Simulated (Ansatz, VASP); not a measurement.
One calculation of B, two programs

File POSCAR:

```
B
1.0
    2.7807901906      0.0000000000      0.0000000000
   -1.3903950953      2.4082349477      0.0000000000
    0.0000000000      0.0000000000      2.7578961082
B
3
Direct
    0.0000000000      0.0000000000      0.0000000000
    0.3333333333      0.6666666667      0.5000000000
    0.6666666667      0.3333333333      0.5000000000
```

Contents of INCAR.step1:

```
SYSTEM = B
ALGO = Normal ; EDIFF = 1E-4
ENCUT = 520 ; GGA = PE
ISMEAR = -1 ; LASPH = .TRUE.
LCHARG = .FALSE. ; LREAL = .FALSE.
LWAVE = .TRUE. ; NBANDS = 12
NELM = 60 ; PREC = Accurate
SIGMA = 0.1
```

Contents of INCAR.step2:

```
SYSTEM = B
ALGO = Normal ; EDIFF = 1E-6
ENCUT = 520 ; ISIF = 2
ISMEAR = -1 ; ISTART = 1
LASPH = .TRUE. ; LCHARG = .FALSE.
LMIXTAU = .TRUE. ; LREAL = .FALSE.
LWAVE = .FALSE. ; METAGGA = R2SCAN
NBANDS = 12 ; NELM = 60
PREC = Accurate ; SIGMA = 0.1
```

The input KPOINTS:

```
k-points
0
G
  14 14 12
  0 0 0
```

Input for Ansatz:

```yaml
crystal:
  lattice:
    - [2.7807901906, 0.0, 0.0]
    - [-1.3903950953, 2.4082349477, 0.0]
    - [0.0, 0.0, 2.7578961082]
  atoms:
    - { symbol: B, position: [0.0, 0.0, 0.0] }
    - { symbol: B, position: [0.3333333333, 0.6666666667, 0.5] }
    - { symbol: B, position: [0.6666666667, 0.3333333333, 0.5] }
hamiltonian:
  xc: r2scan
  pseudopotentials:
    kind: paw
    azcp:
      B: "pseudopotentials/B.paw.azcp"
basis:
  ecutwfc: 500
  fft_grid_basis: typed
kpoints:
  mp_grid: { grid: [14, 14, 12], shift: [0, 0, 0] }
magnetization:
  spin_polarized: false
scf:
  occupations: { method: fermi_dirac, width: 0.1 }
  lower_state_search: "off"
output:
  stress: true
  write_density: true
  write_potential: true
  elf: true
  volumetric_format: npy
```

Alike in both runs: task single point; functional r2SCAN; k mesh 14 × 14 × 12; occupations fermi-dirac, width 0.1 eV; no spin polarisation.

|  | VASP | Ansatz |
| --- | --- | --- |
| version | VASP 6.6.1 | Ansatz 0.2.0 |
| potentials or method | VASP PAW PBE potentials, release 64 (B) | plane waves (500 eV) with PAW, scalar-relativistic |
| plane-wave cutoff (eV) | 520 | 500 |
| valence electrons in the cell | 9 | 9 |

|  | VASP | Ansatz | Ansatz less VASP |
| --- | --- | --- | --- |
| pressure (GPa) | 22.2 | 22.0 | -0.17 |
| largest component of the traceless stress (GPa) | 9.33 | 9.21 | -0.123 |

Caveats: so large a pressure means that the cell lies far from this level's equilibrium, or that cutoff or potentials fall short (VASP); the potentials were made for another functional, which shifts forces and pressure (VASP).
